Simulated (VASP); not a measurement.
# KMgF3 (Pm-3m) in VASP: further runs

The runs below take KMgF3 through single point, with LDA.

All numbers are computed with VASP 6.6.1; they aren't measurements. Logs are shortened: lines on timing, memory, paths and dates and some standing lists are left out, and cuts for length are marked.

### Step 1. Starting point

It takes space group Pm-3m (No. 221, cubic). The conventional cell has a = 4.085 Å, b = 4.085 Å, c = 4.085 Å, α = 90.00°, β = 90.00°, γ = 90.00°. K (site symmetry m-3m) has 12 F at 2.89 Å as nearest neighbours. Mg (site symmetry m-3m) has 6 F at 2.04 Å as nearest neighbours. F (site symmetry 4/mmm) has 2 Mg at 2.04 Å as nearest neighbours.

The cell was built by a generator and needn't be a form met in nature.

### Step 2. Single point, LDA

Contents of INCAR:

```
SYSTEM = KMgF3
PREC     = Accurate       ! precision mode
ENCUT    = 520            ! plane-wave cutoff, eV
EDIFF    = 1E-6           ! SCF threshold, eV
ISMEAR   = 0              ! smearing method
SIGMA    = 0.01           ! smearing width, eV
LREAL    = .False.        ! projectors in reciprocal space
LASPH    = .True.         ! aspherical terms in the spheres
NELM     = 100            ! most SCF steps
ALGO     = Normal         ! electronic algorithm
ISIF     = 2              ! what is computed and relaxed
LWAVE    = .False.        ! write WAVECAR
LCHARG   = .True.         ! write CHGCAR
GGA      = CA             ! functional
LELF     = .True.         ! ELF
LVHAR    = .True.       
NBANDS   = 24             ! bands
```

Contents of KPOINTS:

```
regular mesh
0
Gamma
  6 6 6
  0 0 0
```

Contents of POSCAR:

```
KMgF3
1.0
    4.0845689666      0.0000000000      0.0000000000
    0.0000000000      4.0845689666      0.0000000000
    0.0000000000      0.0000000000      4.0845689666
K Mg F
1 1 3
Direct
    0.5000000000      0.5000000000      0.5000000000
    0.0000000000      0.0000000000      0.0000000000
    0.5000000000      0.0000000000      0.0000000000
    0.0000000000      0.5000000000      0.0000000000
    0.0000000000      0.0000000000      0.5000000000
```

Potentials or basis: VASP PAW LDA potentials, release 64 (K_sv, Mg, F).

Started as:

```sh
$ cat potpaw_LDA.64/K_sv/POTCAR potpaw_LDA.64/Mg/POTCAR potpaw_LDA.64/F/POTCAR > POTCAR
$ mpirun -np 1 vasp_std > vasp.out
```

OUTCAR:

```text
SYSTEM = KMgF3
   PREC = Accurate
   ENCUT = 520
   EDIFF = 1E-6
   ISMEAR = 0
   LREAL = .False.
   LASPH = .True.
   NELM = 100
   ISIF = 2
   GGA = CA

 ion  position               nearest neighbor table
   1  0.500  0.500  0.500-   2 3.54   2 3.54   2 3.54   2 3.54   2 3.54   2 3.54   2 3.54   2 3.54

   2  0.000  0.000  0.000-   3 2.04   4 2.04   5 2.04   5 2.04   4 2.04   3 2.04   1 3.54   1 3.54
                             1 3.54   1 3.54   1 3.54   1 3.54   1 3.54   1 3.54
   3  0.500  0.000  0.000-   2 2.04   2 2.04
   4  0.000  0.500  0.000-   2 2.04   2 2.04
   5  0.000  0.000  0.500-   2 2.04   2 2.04

  LATTYP: Found a simple cubic cell.
 ALAT       =     4.0845689666

  Lattice vectors:

 A1 = (   4.0845689666,   0.0000000000,   0.0000000000)
 A2 = (   0.0000000000,   4.0845689666,   0.0000000000)
 A3 = (   0.0000000000,   0.0000000000,   4.0845689666)

Analysis of symmetry for initial positions (statically):
=====================================================================
 Subroutine PRICEL returns:
 Original cell was already a primitive cell.

 Routine SETGRP: Setting up the symmetry group for a
 simple cubic supercell.

 Subroutine GETGRP returns: Found 48 space group operations
 (whereof 48 operations were pure point group operations)
 out of a pool of 48 trial point group operations.

The static configuration has the point symmetry O_h .

Analysis of symmetry for dynamics (positions and initial velocities):
=====================================================================
 Subroutine PRICEL returns:
 Original cell was already a primitive cell.

 Routine SETGRP: Setting up the symmetry group for a
 simple cubic supercell.

 Subroutine GETGRP returns: Found 48 space group operations
 (whereof 48 operations were pure point group operations)
 out of a pool of 48 trial point group operations.

The dynamic configuration has the point symmetry O_h .

 Subroutine INISYM returns: Found 48 space group operations
 (whereof 48 operations are pure point group operations),
 and found     1 'primitive' translations

----------------------------------------------------------------------------------------

                                     Primitive cell

  volume of cell :      68.1457

  direct lattice vectors                    reciprocal lattice vectors
     4.084568967  0.000000000  0.000000000     0.244823874  0.000000000  0.000000000
     0.000000000  4.084568967  0.000000000     0.000000000  0.244823874  0.000000000
     0.000000000  0.000000000  4.084568967     0.000000000  0.000000000  0.244823874

  length of vectors
     4.084568967  4.084568967  4.084568967     0.244823874  0.244823874  0.244823874

  position of ions in fractional coordinates (direct lattice)
     0.500000000  0.500000000  0.500000000
     0.000000000  0.000000000  0.000000000
     0.500000000  0.000000000  0.000000000
     0.000000000  0.500000000  0.000000000
     0.000000000  0.000000000  0.500000000

  ion indices of the primitive-cell ions
   primitive index   ion index
                 1           1
                 2           2
                 3           3
                 4           4
                 5           5

----------------------------------------------------------------------------------------

 KPOINTS: regular mesh

Automatic generation of k-mesh.
 Grid dimensions read from file:
 generate k-points for:    6    6    6

 Generating k-lattice:

  Cartesian coordinates                     Fractional coordinates (reciprocal lattice)
     0.040803979  0.000000000  0.000000000     0.166666667  0.000000000  0.000000000
     0.000000000  0.040803979  0.000000000     0.000000000  0.166666667  0.000000000
     0.000000000  0.000000000  0.040803979     0.000000000  0.000000000  0.166666667

  Length of vectors
     0.040803979  0.040803979  0.040803979

  Shift w.r.t. Gamma in fractional coordinates (k-lattice)
     0.000000000  0.000000000  0.000000000

 Subroutine IBZKPT returns following result:
 ===========================================

 Found     20 irreducible k-points:

 Following reciprocal coordinates:
            Coordinates               Weight
  0.000000  0.000000  0.000000      1.000000
  0.166667  0.000000  0.000000      6.000000
  0.333333  0.000000  0.000000      6.000000
  0.500000  0.000000  0.000000      3.000000
  0.166667  0.166667  0.000000     12.000000
  0.333333  0.166667  0.000000     24.000000
[... 12 lines left out ...]
  0.500000  0.500000  0.333333      6.000000
  0.500000  0.500000  0.500000      1.000000
   k-points           NKPTS =     20   k-points in BZ     NKDIM =     20   number of bands    NBANDS=     24
   number of dos      NEDOS =    301   number of ions     NIONS =      5
   total plane-waves  NPLWV =  27000
   dimension x,y,z NGX =    30 NGY =   30 NGZ =   30
   dimension x,y,z NGXF=    60 NGYF=   60 NGZF=   60
   ions per type =               1   1   3
   NGX,Y,Z   is equivalent  to a cutoff of  12.21, 12.21, 12.21 a.u.
   NGXF,Y,Z  is equivalent  to a cutoff of  24.42, 24.42, 24.42 a.u.
 SYSTEM =  KMgF3
   PREC   = accura    normal or accurate (medium, high low for compatibility)
   ISTART =      0    job   : 0-new  1-cont  2-samecut
   ICHARG =      2    charge: 1-file 2-atom 10-const
   ISPIN  =      1    spin polarized calculation?
   LNONCOLLINEAR =      F non collinear calculations
   LSORBIT =      F    spin-orbit coupling
   LASPH  =      T    aspherical Exc in radial PAW
   ENCUT  =  520.0 eV  38.22 Ry    6.18 a.u.   7.59  7.59  7.59*2*pi/ulx,y,z
   NELM   =    100;   NELMIN=  2; NELMDL= -5     # of ELM steps
   EDIFF  = 0.1E-05   stopping-criterion for ELM
   LREAL  =      F    real-space projection
   EDIFFG = 0.1E-04   stopping-criterion for IOM
   NSW    =      0    number of steps for IOM
   IBRION =     -1    ionic relax: 0-MD 1-quasi-New 2-CG
   NFREE  =      0    steps in history (QN), initial steepest desc. (CG)
   ISIF   =      2    stress and relaxation
   ISYM   =      2    0-nonsym 1-usesym 2-fastsym
   POTIM  = 0.5000    time-step for ionic-motion
   TEBEG  =    0.0;   TEEND  =   0.0 temperature during run
   PSTRESS=    0.0 pullay stress
   NELECT =      32.0000    total number of electrons
   NUPDOWN=      -1.0000    fix difference up-down
   EMIN   =  10.00;   EMAX   =-10.00  energy-range for DOS
   EFERMI =   0.00;   METHOD = LEGACY
   ISMEAR =     0;   SIGMA  =   0.01  broadening in eV -4-tet -1-fermi 0-gaus
   EFERMI_NEDOS =   21; number of points for ismear=-14 and -15
   IALGO  =     38    algorithm
   IMIX   =      4    mixing-type and parameters
     AMIX     =   0.40;   BMIX     =  1.00
     AMIX_MAG =   1.60;   BMIX_MAG =  1.00
  volume/ion in A,a.u.               =      13.63        91.97
  Fermi-wavevector in a.u.,A,eV,Ry     =   1.272463  2.404607 22.030047  1.619163
  Thomas-Fermi vector in A             =   2.405340
   LORBIT       =      0    0 simple, 1 ext, 2 COOP (PROOUT), +10 PAW based schemes
   GGA     = CA    functional components
   LHFCALC =     F    Hartree Fock is set to
   AEXX    =    0.0000 exact exchange contribution
   IVDW    =     0    specifies the selected vdW correction
   LEPSILON=     F    determine dielectric tensor
   LRPA    =     F    only Hartree local field effects (RPA)
 non-spin polarized calculation
 Gauss-broadening in eV      SIGMA  =   0.01
  energy-cutoff  :      520.00
  volume of cell :       68.15
 maximum number of plane-waves:      1856
   NGX = 15   NGY = 15   NGZ = 15

 number of electron      31.9999976 magnetization

 Free energy of the ion-electron system (eV)
  ---------------------------------------------------
  ext. energy  EPLUGINS =         0.00000000
  ---------------------------------------------------
  free energy    TOTEN  =       -26.85443312 eV

  energy without entropy =      -26.85443312  energy(sigma->0) =      -26.85443312

 E-fermi :  -2.3081     XC(G=0): -10.0451

 val. band max:       -2.3495819547   @ k =   0.5000   0.5000   0.5000
 cond. band min:       4.0776424387   @ k =   0.0000   0.0000   0.0000
 fundamental gap:      6.4272243935
 Fermi energy:        -2.3080685428

 k-point     1 :       0.0000    0.0000    0.0000
  band No.  band energies     occupation
      1     -27.6695      2.00000
      2     -21.8867      2.00000
      3     -21.2872      2.00000
      4     -21.2872      2.00000
      5     -11.3985      2.00000
      6     -11.3985      2.00000
[... 16 lines left out ...]
     23      10.4000      0.00000
     24      13.2911      0.00000

 k-point     2 :       0.1667    0.0000    0.0000
  band No.  band energies     occupation
      1     -27.6643      2.00000
      2     -21.8577      2.00000
      3     -21.3209      2.00000
      4     -21.2852      2.00000
      5     -11.3983      2.00000
      6     -11.3873      2.00000
[... 16 lines left out ...]
     23      10.4140      0.00000
     24      13.2063      0.00000

 k-point     3 :       0.3333    0.0000    0.0000
  band No.  band energies     occupation
      1     -27.6539      2.00000
      2     -21.7859      2.00000
      3     -21.4021      2.00000
      4     -21.2817      2.00000
      5     -11.3977      2.00000
      6     -11.3646      2.00000
[... 16 lines left out ...]
     23      10.5963      0.00000
     24      12.9582      0.00000

 k-point     4 :       0.5000    0.0000    0.0000
  band No.  band energies     occupation
      1     -27.6487      2.00000
      2     -21.7355      2.00000
      3     -21.4573      2.00000
      4     -21.2800      2.00000
      5     -11.3975      2.00000
      6     -11.3531      2.00000
[... 16 lines left out ...]
     23      11.4811      0.00000
     24      12.0027      0.00000

 k-point     5 :       0.1667    0.1667    0.0000
  band No.  band energies     occupation
      1     -27.6595      2.00000
      2     -21.8278      2.00000
      3     -21.3345      2.00000
      4     -21.3021      2.00000
      5     -11.4147      2.00000
      6     -11.3765      2.00000
[... 16 lines left out ...]
     23      10.4749      0.00000
     24      12.6812      0.00000

 k-point     6 :       0.3333    0.1667    0.0000
  band No.  band energies     occupation
      1     -27.6497      2.00000
      2     -21.7536      2.00000
      3     -21.4058      2.00000
      4     -21.3053      2.00000
      5     -11.4206      2.00000
      6     -11.3744      2.00000
[... 16 lines left out ...]
     23      10.7141      0.00000
     24      12.3350      0.00000
[... 271 lines left out ...]
 k-point    17 :       0.3333    0.3333    0.3333
  band No.  band energies     occupation
      1     -27.6314      2.00000
      2     -21.5830      2.00000
      3     -21.4155      2.00000
      4     -21.4155      2.00000
      5     -11.4923      2.00000
      6     -11.4923      2.00000
[... 16 lines left out ...]
     23      11.5467      0.00000
     24      12.2153      0.00000

 k-point    18 :       0.5000    0.3333    0.3333
  band No.  band energies     occupation
      1     -27.6281      2.00000
      2     -21.5269      2.00000
      3     -21.4612      2.00000
      4     -21.4119      2.00000
      5     -11.5144      2.00000
      6     -11.5064      2.00000
[... 16 lines left out ...]
     23      11.2631      0.00000
     24      11.7054      0.00000

 k-point    19 :       0.5000    0.5000    0.3333
  band No.  band energies     occupation
      1     -27.6251      2.00000
      2     -21.4656      2.00000
      3     -21.4590      2.00000
      4     -21.4590      2.00000
      5     -11.5353      2.00000
      6     -11.5353      2.00000
[... 16 lines left out ...]
     23      11.3704      0.00000
     24      11.4620      0.00000

 k-point    20 :       0.5000    0.5000    0.5000
  band No.  band energies     occupation
      1     -27.6223      2.00000
      2     -21.4549      2.00000
      3     -21.4549      2.00000
      4     -21.4549      2.00000
      5     -11.5572      2.00000
      6     -11.5572      2.00000
[... 16 lines left out ...]
     23      11.4702      0.00000
     24      11.6756      0.00000

------------------------ aborting loop because EDIFF is reached ----------------------------------------

  FORCE on cell =-STRESS in cart. coord.  units (eV):
  Direction    XX          YY          ZZ          XY          YZ          ZX
  --------------------------------------------------------------------------------------
  -------------------------------------------------------------------------------------
  Total       -3.9056074     -3.9056074     -3.9056074     -0.0000000     -0.0000000      0.0000000
  in kB      -91.8249000    -91.8249000    -91.8249000     -0.0000000     -0.0000000      0.0000000
  external PRESSURE =     -91.8249000 kB  Pullay stress =       0.0000000 kB

 VOLUME and BASIS-vectors are now :
 -----------------------------------------------------------------------------
  energy-cutoff  :      520.00
  volume of cell :       68.15
      direct lattice vectors                 reciprocal lattice vectors
     4.084568967  0.000000000  0.000000000     0.244823874  0.000000000  0.000000000
     0.000000000  4.084568967  0.000000000     0.000000000  0.244823874  0.000000000
     0.000000000  0.000000000  4.084568967     0.000000000  0.000000000  0.244823874

 POSITION                                       TOTAL-FORCE (eV/Angst)
 -----------------------------------------------------------------------------------
      2.04228      2.04228      2.04228         0.000000      0.000000      0.000000
      0.00000      0.00000      0.00000         0.000000      0.000000      0.000000
      2.04228      0.00000      0.00000         0.000000      0.000000      0.000000
      0.00000      2.04228      0.00000         0.000000      0.000000      0.000000
      0.00000      0.00000      2.04228         0.000000      0.000000      0.000000
 -----------------------------------------------------------------------------------
    total drift:                                0.000000     -0.000000      0.000000

  FREE ENERGIE OF THE ION-ELECTRON SYSTEM (eV)
  ---------------------------------------------------
  free  energy   TOTEN  =       -26.8544331174 eV

  energy  without entropy=      -26.8544331174  energy(sigma->0) =      -26.85443312
```

Run time: 21 s. Hardware: 1 thread of Intel Xeon Platinum 8488C (Sapphire Rapids), shared host; peak memory 0.16 GiB.

What came out:

```yaml
Free_energy: -26.8544 eV
Pressure: -9.2 GPa
Band_gap_on_the_k_mesh: 6.43 eV, indirect (least direct gap 6.75 eV)
```

A k mesh can miss the band edges.

(Part 1 of 2 ends here.)
